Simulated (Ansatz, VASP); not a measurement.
## Two plane-wave programs on CdF2

```xyz
3
Lattice="0.0000 2.7222 2.7222 2.7222 0.0000 2.7222 2.7222 2.7222 0.0000" Properties=species:S:1:pos:R:3 pbc="T T T"
Cd    0.0000    0.0000    0.0000
F     1.3611    1.3611    1.3611
F     4.0834    4.0834    4.0834
```

Alike in both runs: task single point; functional PBE; dispersion D3(BJ); k mesh 8 × 8 × 8; occupations gaussian, width 0.02 eV; no spin polarisation.

|  | VASP | Ansatz |
| --- | --- | --- |
| version | VASP 6.6.1 | Ansatz 0.2.0 |
| potentials or method | VASP PAW PBE potentials, release 64 (Cd, F) | scalar-relativistic, plane waves, PAW |
| plane-wave cutoff (eV) | 520 | 420 |
| valence electrons in the cell | 26 | 34 |

Ansatz gave:

- gap on the k mesh at the Fermi level (eV): 2.99
- least direct gap on the mesh (eV): 3.52

Estimate VASP's values.

gap on the k mesh at the Fermi level (eV): 2.96; least direct gap on the mesh (eV): 3.49.

The two sets of potentials don't hold the same shells in valence.

A k mesh can miss the band edges. PBE gaps usually lie below the measured ones, often by a third to a half.
